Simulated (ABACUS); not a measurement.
BeS under changes of volume

One of the cells (14.261 Å³/atom); the others are scaled copies at fixed shape and fractional positions:

```
S Be
1.0
     0.00000    2.42500    2.42500
     2.42500    0.00000    2.42500
     2.42500    2.42500    0.00000
S Be
1 1
Cartesian
  3.6375 3.6375 3.6375
  0.0000 0.0000 0.0000
```

```yaml
Program: ABACUS 3.10.1
Functional: PBEsol
Potentials_or_basis: PseudoDojo NC SR 0.4.1 PBEsol standard
Cutoff: 1211 eV
Density_cutoff: 4844 eV
Basis: plane waves
k_mesh: 9 × 9 × 9
Occupations: fermi-dirac, width 0.05 eV
Spin: no spin polarisation
```

```tsv
volume (Å³/atom)	energy over the lowest point (meV/atom)	pressure (GPa)	gap on the mesh (eV)
13.405	13.56	6.0	2.89
13.690	5.06	3.6	2.94
13.975	0.67	1.4	2.98
14.261	0.00	-0.6	3.03
14.546	2.71	-2.4	3.07
14.831	?	?	?
15.116	17.07	-5.6	3.14
```

What does the run at 14.831 Å³/atom give?

Energy over the lowest point 8.50 meV/atom; pressure -4.1 GPa; gap on the mesh 3.11 eV.

Worked out: A Birch-Murnaghan fit of order 3 (a polynomial in V^(-2/3)) to the other rows has its minimum at 14.17 Å³/atom with B0 = V·E''(V) = 97 GPa and B' = 3.8. It gives 8.50 meV/atom at 14.831 Å³/atom, against the run's 8.50, and -dE/dV = -4.1 GPa, against -4.1. A straight line through the other rows of the gap, of slope 2.09 eV per unit of ln V, gives 3.11 eV, against the run's 3.11.

Energies are extrapolated to zero smearing.

Caveats: an odd mesh through Γ misses points on the zone boundary, where band edges often lie.
